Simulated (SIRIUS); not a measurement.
Ru:

```
CELL_PARAMETERS angstrom
2.70580 0.00000 0.00000
-1.35290 2.34329 0.00000
0.00000 0.00000 4.28190
ATOMIC_POSITIONS crystal
Ru 0.66667 0.33333 0.75000
Ru 0.33333 0.66667 0.25000
```

* Program: SIRIUS 7.12.0
* Task: relaxation of cell and atoms
* Functional: PBEsol
* Dispersion: D4
* Potentials or basis: PseudoDojo 0.4.1 PBE standard (scalar relativistic)
* Cutoff: 1152 eV
* Density cutoff: 4606 eV
* k mesh: 5 × 5 × 3
* Occupations: fermi-dirac, width 0.05 eV
* Spin: no spin polarisation

At the start: pressure -9.7 GPa; volume 13.57 Å³/atom.

Q: How do energy, volume and symmetry change on relaxing?

A: Over 5 steps the energy falls by 14.4 meV/atom and the volume is 13.17 Å³/atom (-3.0 %); space group P6_3/mmc (No. 194, to 0.05 Å).

Step by step:
```csv
step,energy change (eV),largest force (eV/Å),pressure (GPa),volume (Å³)
1,0.0000,0.0000,-9.69,27.15
2,-0.0222,0.0000,-4.13,26.68
3,-0.0281,0.0000,0.54,26.31
4,-0.0285,0.0000,0.39,26.32
5,-0.0289,0.0000,0.01,26.35
```

Final structure:
```cif
data_structure
_symmetry_space_group_name_H-M 'P 1'
_symmetry_Int_Tables_number 1
_cell_length_a 2.6672
_cell_length_b 2.6672
_cell_length_c 4.2765
_cell_angle_alpha 90.000
_cell_angle_beta 90.000
_cell_angle_gamma 120.000
_cell_volume 26.35
loop_
_atom_site_label
_atom_site_type_symbol
_atom_site_fract_x
_atom_site_fract_y
_atom_site_fract_z
_atom_site_occupancy
Ru1 Ru 0.66667 0.33333 0.75000 1
Ru2 Ru 0.33333 0.66667 0.25000 1
```

Caveat: the k mesh is coarse (spacing up to 0.54 Å⁻¹), so the values aren't converged; the potentials were made for another functional, which shifts forces and pressure; pairwise dispersion overbinds metals, which lowers pressure and volume.
